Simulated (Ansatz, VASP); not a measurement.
**Two plane-wave programs on Si**

INCAR

```
SYSTEM = Si
PREC = Accurate ; ENCUT = 520
EDIFF = 1E-7 ; ISMEAR = -1
SIGMA = 0.05 ; LREAL = .False.
LASPH = .True. ; NELM = 100
ALGO = Normal ; ISIF = 2
LWAVE = .False. ; LCHARG = .False.
GGA = PE ; NBANDS = 11
```

File KPOINTS:

```
regular mesh
0
Gamma
  8 8 8
  0 0 0
```

POSCAR

```
Si
1.0
    0.0000000000      2.6850649043      2.6850649043
    2.6850649043      0.0000000000      2.6850649043
    2.6850649043      2.6850649043      0.0000000000
Si
2
Direct
    0.5000000000      0.5000000000      0.5000000000
    0.7500000000      0.7500000000      0.7500000000
```

input.yaml

```yaml
crystal:
  lattice:
    - [0.0, 2.6850649043, 2.6850649043]
    - [2.6850649043, 0.0, 2.6850649043]
    - [2.6850649043, 2.6850649043, 0.0]
  atoms:
    - { symbol: Si, position: [0.5, 0.5, 0.5] }
    - { symbol: Si, position: [0.75, 0.75, 0.75] }
hamiltonian:
  xc: pbe
  pseudopotentials: { kind: paw }
kpoints:
  mp_grid: { grid: [8, 8, 8] }
scf:
  occupations: { method: fermi_dirac, width: 0.05 }
output:
  forces: true
  stress: true
  eigenvalues: true
```

Change from the starting cell: volume scaled by 0.96.

Alike in both runs: task single point; functional PBE; k mesh 8 × 8 × 8; occupations fermi-dirac, width 0.05 eV; no spin polarisation.

```csv
,VASP,Ansatz
version,VASP 6.6.1,Ansatz 0.2.0
potentials or method,"VASP PAW PBE potentials, release 64 (Si)",Ansatz PAW
plane-wave cutoff (eV),520,420
valence electrons in the cell,8,8
```

Ansatz gave:

```
gap on the k mesh at the Fermi level (eV) : 0.56
least direct gap on the mesh (eV)         : 2.57
pressure (GPa)                            : 5.5
```

**Question.** Which values does VASP return?

**Answer.** gap on the k mesh at the Fermi level (eV): 0.56; least direct gap on the mesh (eV): 2.58; pressure (GPa): 5.5.

The functional is the same, so the differences come from potentials, cutoffs and numerics.

A k mesh can miss the band edges.
